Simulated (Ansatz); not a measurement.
# ZrSi3: the cost of one run

Computed with Ansatz 0.2.0 (DFT PBE, scalar-relativistic, plane waves, PAW, unless a step's input says otherwise).

### 1 Starting point

Symmetry: Pm-3m, No. 221, cubic system. Conventional cell: a = 3.905 Å, b = 3.905 Å, c = 3.905 Å, α = 90.00°, β = 90.00°, γ = 90.00°. Zr (site symmetry m-3m) has 12 Si at 2.76 Å as nearest neighbours. Si (site symmetry 4/mmm) has 4 Zr at 2.76 Å and 8 Si at 2.76 Å as nearest neighbours.

As a file:

```
Zr Si
1.0
     3.90475    0.00000    0.00000
     0.00000    3.90475    0.00000
     0.00000    0.00000    3.90475
Zr Si
1 3
Direct
  0.00000 0.00000 0.00000
  0.00000 0.50000 0.50000
  0.50000 0.00000 0.50000
  0.50000 0.50000 0.00000
```

(A quick probe on a coarse mesh, which set the mesh and smearing, is not shown.)

### 3 A loose first relaxation

File input.yaml:

```yaml
crystal:
  lattice:
    - [3.9047519518, 0.0, 0.0]
    - [0.0, 3.9047519518, 0.0]
    - [0.0, 0.0, 3.9047519518]
  atoms:
    - { symbol: Zr, position: [0.0, 0.0, 0.0] }
    - { symbol: Si, position: [0.0, 0.5, 0.5] }
    - { symbol: Si, position: [0.5, 0.0, 0.5] }
    - { symbol: Si, position: [0.5, 0.5, 0.0] }
basis:
  ecutwfc: 420
kpoints:
  mp_grid: { grid: [4, 4, 4] }
hamiltonian:
  xc: pbe
scf:
  occupations: { method: gaussian, width: 0.1 }
  lower_state_search: "off"
output:
  forces: true
  stress: true
  eigenvalues: true
relax:
  adjacent_minimum: "off"
  f_tol: 0.04
  max_steps: 70
  cell: { stress_tol: 0.4 }
```

Launch:

```
> ansatz run input.yaml --threads 1 --pin off --max-ram 2560MiB --backend cpu --events-out ev --progress --plain --runs-dir out
```

**Question.** How long does this run take on 1 thread of Intel Xeon 6975P-C (Granite Rapids), shared host, and how much memory does it need?

About 2.5 s, with a peak of 0.34 GiB.
